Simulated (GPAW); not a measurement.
# C (Cmme) in GPAW: notebook, part 2 of 2

GPAW 26.7.0. The steps go on from the part before.

### Step 4. Equation of state, LDA

run.py reads:

```python
from ase import Atoms
from ase.eos import EquationOfState
from ase.io import Trajectory
from ase.units import GPa
from gpaw import GPAW, PW

atoms = Atoms(['C', 'C', 'C', 'C'],
              cell=[[1.22804797, -2.12706182, 0.0],
                    [1.22804797, 2.12706182, 0.0],
                    [0.0, 0.0, 7.17326776]],
              scaled_positions=[[0.91662054, 0.08337946, 0.7531376],
                                [0.41662054, 0.58337946, 0.2468624],
                                [0.08337946, 0.91662054, 0.2468624],
                                [0.58337946, 0.41662054, 0.7531376]],
              pbc=True)

traj = Trajectory('eos.traj', 'w')
volumes, energies = [], []
for x in [0.94, 0.96, 0.98, 1.0, 1.02, 1.04, 1.06]:
    a = atoms.copy()
    a.set_cell(atoms.cell * x**(1 / 3), scale_atoms=True)
    calc = GPAW(mode=PW(800),
                xc='LDA',
                kpts={'size': (10, 10, 3), 'gamma': True},
                occupations={'name': 'fermi-dirac', 'width': 0.05},
                nbands=18,
                convergence={'density': 1e-05, 'energy': 1e-05},
                maxiter=150,
                txt=f'eos-{x:.2f}.txt')
    a.calc = calc
    energies.append(a.get_potential_energy(force_consistent=True))
    volumes.append(a.get_volume())
    p = -a.get_stress()[:3].mean() / GPa
    calc.write(f'eos-{x:.2f}.gpw')
    traj.write(a)
    print(f'{x:.2f} {volumes[-1]:10.4f} A^3 {energies[-1]:14.6f} eV {p:9.3f} GPa', flush=True)

v0, e0, B = EquationOfState(volumes, energies, eos='birchmurnaghan').fit()
print(f'V0 = {v0:.4f} A^3, E0 = {e0:.6f} eV, B0 = {B / GPa:.2f} GPa')
```

Potentials or basis: the program's PAW data sets (release 1.2.1) made for this functional, pw.

Launch:

```console
$ OMP_NUM_THREADS=1 python run.py
```

Output:

```text
__  _  _
 | _ |_)|_||  |
 |__||  | ||/\| - 26.7.0

Input parameters:
  mode=PW(ecut=800.0),
  convergence={'density': 1e-05, 'energy': 1e-05},
  kpts=MonkhorstPack(size=(10, 10, 3), gamma=True),
  maxiter=150,
  nbands=18,
  occupations=Occupations(name='fermi-dirac', width=0.05),
  xc=XC(name='LDA')

Diagonalizing LCAO Hamiltonian
Converting LCAO to pw mode

        C
       C

          C
         C

Atoms  # Å, Bohr magnetons
|   | symbol |        x |         y |        z |    initial magnetic moments |
|---|--------|----------|-----------|----------|-----------------------------|
| 0 |      C | 1.211451 | -1.748402 | 5.329443 | ( 0.0000,  0.0000,  0.0000) |
| 1 |      C | 1.211451 |  0.349913 | 1.746877 | ( 0.0000,  0.0000,  0.0000) |
| 2 |      C | 1.211451 |  1.748402 | 1.746877 | ( 0.0000,  0.0000,  0.0000) |
| 3 |      C | 1.211451 | -0.349913 | 5.329443 | ( 0.0000,  0.0000,  0.0000) |

Unit cell  # Å
| periodic |        x |         y |        z |  lengths |     angles |
|----------|----------|-----------|----------|----------|------------|
|      yes | 1.211451 | -2.098314 | 0.000000 | 2.422919 |  90.000000 |
|      yes | 1.211451 |  2.098314 | 0.000000 | 2.422919 |  90.000000 |
|      yes | 0.000000 |  0.000000 | 7.076320 | 7.076320 | 120.000475 |

Number of symmetries: 4
Symmetry operations  # r_c * U_cc + t_c -> r_c
|   | kind |            matrix            |
|---|------|------------------------------|
| 0 |  E   |  1, 0, 0,  0, 1, 0,  0, 0, 1 |
| 1 |  C2  |  0, 1, 0,  1, 0, 0,  0, 0,-1 |
| 2 |  σ   |  0,-1, 0, -1, 0, 0,  0, 0, 1 |
| 3 |  i   | -1, 0, 0,  0,-1, 0,  0, 0,-1 |

BZ-sampling:
  Number of BZ points: 300
  Number of IBZ points: 86

  Monkhorst-Pack size: [10, 10, 3]
  Monkhorst-Pack shift: [0.05, 0.05, 0.0]

K-points  # in reciprocal-cell coordinates
|     |                                coordinates |     weight |
|-----|--------------------------------------------|------------|
|   0 | (  0.00000000,   0.00000000,   0.00000000) | 0.00333333 |
|   1 | (  0.00000000,   0.00000000,   0.33333333) | 0.00666667 |
|   2 | (  0.10000000,  -0.10000000,  -0.33333333) | 0.00666667 |
|   3 | (  0.10000000,  -0.10000000,   0.00000000) | 0.00666667 |
|   4 | (  0.10000000,  -0.10000000,   0.33333333) | 0.00666667 |
|   5 | (  0.10000000,   0.00000000,  -0.33333333) | 0.01333333 |
|   6 | (  0.10000000,   0.00000000,   0.00000000) | 0.01333333 |
|   7 | (  0.10000000,   0.00000000,   0.33333333) | 0.01333333 |
|   8 | (  0.10000000,   0.10000000,   0.00000000) | 0.00666667 |
|   9 | (  0.10000000,   0.10000000,   0.33333333) | 0.01333333 |
| ... |                                            |            |
|  85 | (  0.50000000,   0.50000000,   0.33333333) | 0.00666667 |

Plane wave coefficients: 1874
Cutoff: 800.0 eV

Spin-components: 1 (collinear spins)
Bands:           18
Projectors:      20
Spin-degeneracy: 2
Datatype:        complex128

Parallelization:
  kpt:    1
  domain: 1
  band:   1

Density:
  Valence electrons: 16.0
  Components: 1
  Grid points: [16 16 48]
  Charge: 0.0  # |e|

Potential:
  Grid points: [16 16 48]

species:
  C:
    name:    Carbon
    Z:       6.0
    valence: 4
    core:    2
    charge:  0.0  # [|e|]
    compensation charges:
      type: gauss
      rc: 0.20  # [Å]
      lmax: 2
    cutoffs:
      filter: 1.14  # [Å]
      core: 1.14  # [Å]
    projectors
    | kind |    occ | energy [eV] | rcut [Å] |
    |------|--------|-------------|----------|
    |   2s |  2.000 |     -13.639 |    0.635 |
    |   2p |  2.000 |      -5.414 |    0.635 |
    |    s |        |      13.573 |    0.635 |
    |    p |        |      21.797 |    0.635 |
    |    d |        |       0.000 |    0.635 |

    Using partial waves for C as LCAO basis

Reference energy: -4075.210151  # eV

eigensolver:
  PPCG
  Converge bands: occupied
  niter=2

density mixing:
  MSR1-Mixer
  Pratt-step length: 0.05
  Maximum mixing coefficient: 0.75
  Old densities: 10
  SVD Regularization: 0.005
  Good broyden scale: 1.0
  Trust region scale: 1.0
  Backstep threshold: 4.0
  History deletion threshold: 6.0
  Fourier metric: weight=20.0, sigma=0.015

occupation numbers:
  Fermi-Dirac:
    width: 0.0500  # eV

poisson solver:
  ecut: 6400.0  # eV

xc functional:
  name: None

convergence criteria:
[... 6 lines left out ...]
|iter     | |      energy | eigst |  dens |
|---------|-|-------------|-------|-------|
|iter:   1| |  -43.166645 | +0.67 |       |
|iter:   2| |  -42.804045 | -1.51 | -0.72 |
|iter:   3| |  -40.492851 | -0.82 | -0.75 |
|iter:   4| |  -40.498386 | -2.49 | -1.58 |
|iter:   5| |  -40.500727 | -3.79 | -1.98 |
|iter:   6| |  -40.500727 | -5.83 | -3.28 |
|iter:   7| |  -40.500728c| -7.00 | -3.69 |
|iter:   8| |  -40.500728c| -7.87c| -4.36 |
|iter:   9| |  -40.500728c| -8.66c| -5.29c|

Converged in 9 steps
Energy contributions relative to reference atoms: (reference = -4075.210151)

Energy contributions:
  Kinetic:          46.147138
  Coulomb:         -44.790120
  Zero:              0.084121
  External:          0.000000
  Xc:              -41.941867
  Entropy:          -0.000000
  Spinorbit:         0.000000
  ----------------------------
  Free energy:     -40.500728
  Extrapolated:    -40.500728

dipole moment: (0.000002, 0.000000, 0.000007)  # |e|*Ang

Fermi level: 5.713
Eigenvalues  # (at kpt = [0.000, 0.000, 0.000])
| band index |      eig [eV] | occ [0-2] |
|------------|---------------|-----------|
|          0 |       -14.099 |     2.000 |
|          1 |       -13.893 |     2.000 |
|          2 |        -3.011 |     2.000 |
|          3 |        -1.472 |     2.000 |
|          4 |         2.709 |     2.000 |
|          5 |         2.715 |     2.000 |
[... 8 lines left out ...]
|         14 |        17.657 |     0.000 |
|         15 |        17.745 |     0.000 |
|        ... |               |           |
|         17 |        19.773 |     0.000 |

Gap: 1.244 eV
Transition (v -> c):
  (s=0, k=66, n=7, [0.40, 0.30, 0.00]) -> (s=0, k=42, n=8, [0.30, 0.30, 0.00])
Direct/indirect transitions are different
Direct gap: 1.322 eV
Transition at: (s=0, k=42, n=7, [0.30, 0.30, 0.00])

Stress tensor  # eV/Ang^3
|         x |         y |        z |
|-----------|-----------|----------|
| -0.073205 |  0.000000 | 0.000000 |
|  0.000000 | -0.071759 | 0.000000 |
|  0.000000 |  0.000000 | 0.009180 |

# Writing to eos-0.96.gpw (mode='')
```

stdout:

```text
0.94    35.2266 A^3     -40.449099 eV    13.780 GPa
0.96    35.9761 A^3     -40.500728 eV     7.252 GPa
0.98    36.7256 A^3     -40.523082 eV     1.301 GPa
1.00    37.4751 A^3     -40.518787 eV    -4.124 GPa
1.02    38.2246 A^3     -40.490082 eV    -9.072 GPa
1.04    38.9741 A^3     -40.439276 eV   -13.585 GPa
1.06    39.7236 A^3     -40.368206 eV   -17.700 GPa
V0 = 36.9710 A^3, E0 = -40.524490 eV, B0 = 272.75 GPa
```

eos-0.94.txt:

```text
SCF iterations
|iter     | |      energy | eigst |  dens |
|---------|-|-------------|-------|-------|
|iter:   1| |  -43.285542 | +0.68 |       |
|iter:   2| |  -42.898136 | -1.51 | -0.71 |
|iter:   3| |  -40.440995 | -0.79 | -0.74 |
|iter:   4| |  -40.446597 | -2.46 | -1.58 |
[... 45 lines left out ...]

Gap: 1.254 eV
Transition (v -> c):
  (s=0, k=66, n=7, [0.40, 0.30, 0.00]) -> (s=0, k=42, n=8, [0.30, 0.30, 0.00])
Direct/indirect transitions are different
Direct gap: 1.334 eV
Transition at: (s=0, k=42, n=7, [0.30, 0.30, 0.00])

Stress tensor  # eV/Ang^3
|         x |         y |        z |
|-----------|-----------|----------|
| -0.134215 |  0.000000 | 0.000000 |
|  0.000000 | -0.132719 | 0.000000 |
|  0.000000 |  0.000000 | 0.008912 |

# Writing to eos-0.94.gpw (mode='')
```

It took 3.7 min on 1 thread of Intel Xeon Platinum 8375C at 2.90GHz (Ice Lake), shared host; peak memory 0.42 GiB.

Results:

```yaml
Equilibrium_volume: 9.24 Å³/atom
Bulk_modulus_at_fixed_shape_and_positions: 273 GPa
Pressure_derivative_of_the_bulk_modulus: 3.6
```

Energy against volume, from the lowest point:
```csv
volume (Å³/atom),energy (meV/atom)
8.807,18.50
8.994,5.59
9.181,0.00
9.369,1.07
9.556,8.25
9.744,20.95
9.931,38.72
```

Caveat: the cell was scaled at fixed shape and fractional positions, which overstates the stiffness of a crystal with free parameters, most of all of layers and chains.
